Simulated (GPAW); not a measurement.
Runs of GPAW 26.7.0 on Cd. The structure is cubic, space group Im-3m (No. 229). The conventional cell has a = 3.569 Å, b = 3.569 Å, c = 3.569 Å, α = 90.00°, β = 90.00°, γ = 90.00°. Around Cd (site symmetry m-3m) lie 8 Cd at 3.09 Å. This isn't the form of Cd at room conditions, which is hcp.

| level | potentials or basis | eigensolver | gap on the mesh (eV) | pressure (GPa) | relaxed volume (Å³/atom) |
| --- | --- | --- | --- | --- | --- |
| RPBE | the program's PAW data sets (release 1.2.1) made for this functional, pw | - | none | 0.0 | 24.82 |
| LDA | the program's PAW data sets (release 1.2.1) made for this functional, pw | - | none | -0.1 | 20.09 |
| r2SCAN | GPAW PAW data sets (gpaw-data 1.2.1), pw | - | none | 0.0 | 21.84 |
| revPBE | the program's PAW data sets (release 1.2.1) made for this functional, pw | - | none | 0.0 | (a) |
| PBEsol | PAW data sets generated in the run's folder for this functional, pw | - | none | 0.0 | 21.05 |
| BLYP | PAW data sets generated in the run's folder for this functional, pw | davidson | none | 0.0 | (b) |

Alike in all rows: task relaxation of cell and atoms; no spin polarisation; cell relaxed; k mesh 10 × 10 × 10; cutoff (eV) 600; smearing fermi-dirac 0.05 eV.

Q: Estimate the missing entries.

A: (a) 24.34; (b) 27.40.

Caveats: later steps reuse the first step's grids; the PAW data sets were made with another functional, which shifts forces and pressure a little (some runs); the volume moved by over 15 % at a fixed basis, so the end points are rough (some runs).

A k mesh can miss the band edges, and the runs leave out spin-orbit coupling on Cd.

A gap of «none» marks a metal or a gap under the smearing width.

Runs at the PBE level aren't shown here.
